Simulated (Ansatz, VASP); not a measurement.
**Two plane-wave programs on Ta**

The input INCAR:

```
SYSTEM = Ta
PREC     = Accurate       ! precision mode
ENCUT    = 520            ! plane-wave cutoff, eV
EDIFF    = 1E-7           ! SCF threshold, eV
ISMEAR   = 0              ! smearing method
SIGMA    = 0.15           ! smearing width, eV
LREAL    = .FALSE.        ! projectors in reciprocal space
LASPH    = .TRUE.         ! aspherical terms in the spheres
NELM     = 100            ! most SCF steps
ALGO     = Fast           ! electronic algorithm
ISIF     = 2              ! what is computed and relaxed
LWAVE    = .FALSE.        ! write WAVECAR
LCHARG   = .TRUE.         ! write CHGCAR
GGA      = PE             ! functional
LELF     = .TRUE.         ! ELF
LVHAR    = .TRUE.       
NBANDS   = 12             ! bands
```

File KPOINTS:

```
Automatic mesh
0
G
  20 20 20
  0 0 0
```

File POSCAR:

```
Ta
1.0
   -1.7338440000      1.7338440000      1.5687160000
    1.7338440000     -1.7338440000      1.5687160000
    1.7338440000      1.7338440000     -1.5687160000
Ta
1
Direct
    0.0000000000      0.0000000000      0.0000000000
```

Input for Ansatz:

```yaml
crystal:
  lattice:
    - [-1.733844, 1.733844, 1.568716]
    - [1.733844, -1.733844, 1.568716]
    - [1.733844, 1.733844, -1.568716]
  atoms:
    - { symbol: Ta, position: [0.0, 0.0, 0.0] }
basis:
  ecutwfc: 420
kpoints:
  mp_grid: { grid: [20, 20, 20] }
hamiltonian:
  xc: pbe
scf:
  occupations: { method: gaussian, width: 0.15 }
output:
  forces: true
  stress: true
  eigenvalues: true
```

Change from the starting cell: strain +0.050 along x and y, -0.050 along z, atoms carried along.

Alike in both runs: task single point; functional PBE; k mesh 20 × 20 × 20; occupations gaussian, width 0.15 eV; no spin polarisation.

|  | VASP | Ansatz |
| --- | --- | --- |
| version | VASP 6.6.1 | Ansatz 0.2.0 |
| potentials or method | VASP PAW PBE potentials, release 64 (Ta_pv) | scalar-relativistic, plane waves, PAW |
| plane-wave cutoff (eV) | 520 | 420 |
| valence electrons in the cell | 11 | 13 |

```csv
,VASP,Ansatz,Ansatz less VASP
gap on the k mesh at the Fermi level (eV),none,none,-
pressure (GPa),-4.8,-4.8,-0.06
largest component of the traceless stress (GPa),4.11,4.13,+0.027
```

A gap of «none» marks a metal or a gap that the smearing closes. The two sets of potentials don't hold the same shells in valence.

Spin-orbit coupling is left out, which matters for the levels of Ta.
